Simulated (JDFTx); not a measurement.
# Si in JDFTx: convergence with cutoff

The system is Si.

```
Si
1.0
     0.00000    2.72185    2.72185
     2.72185    0.00000    2.72185
     2.72185    2.72185    0.00000
Si
2
Direct
  0.50000 0.50000 0.50000
  0.75000 0.75000 0.75000
```

```yaml
Program: JDFTx 1.7.0 (patched build)
Task: convergence study
Functional: PBEsol
Potentials_or_basis: PseudoDojo-SR-PBEsol-0.4.1-standard with smoothed tails
Cutoff: 190 eV
Density_cutoff: 1524 eV
k_mesh: 8 × 8 × 8
Occupations: fermi-dirac, width 0.05 eV
Spin: no spin polarisation
```

These are the settings of the first run; the series varies cutoff, with any setting tied to it.

Hardware: 1 thread of Arm Neoverse V2, with other jobs on the host.

Problem. The values tried are 190.48 eV, 244.902 eV, 299.325 eV, 353.748 eV, 380.959 eV, 435.382 eV, 489.805 eV, 571.439 eV, 653.073 eV, loosest first. From which on does the pressure stay within 0.1 GPa of the tightest run that finished?

Solution. From 353.748 eV on.

```csv
cutoff,"energy less the tightest run, at zero smearing (meV/atom)",pressure (GPa),gap on the mesh (eV),SCF cycles,CPU time (s),peak memory (GiB)
190.48 eV,118.82,-3.89,0.557,10,2.8,0.05
244.902 eV,27.51,-1.50,0.529,11,3.4,0.05
299.325 eV,6.74,-0.78,0.521,11,6.5,0.05
353.748 eV,3.06,-0.66,0.519,12,7.7,0.05
380.959 eV,2.23,-0.67,0.519,12,11,0.05
435.382 eV,0.85,-0.66,0.518,12,11,0.05
489.805 eV,0.27,-0.64,0.518,13,13,0.05
571.439 eV,0.03,-0.63,0.518,13,15,0.07
653.073 eV,0.00,-0.63,0.518,13,24,0.07
```

Against the tightest run, the energy stays within 1 meV/atom from 435.382 eV on; the gap on the mesh stays within 0.01 eV from 299.325 eV on. The tightest run that finished is the yardstick and may itself not be fully converged.

Caveat, for the tightest run too: the empty levels aren't tightly converged.
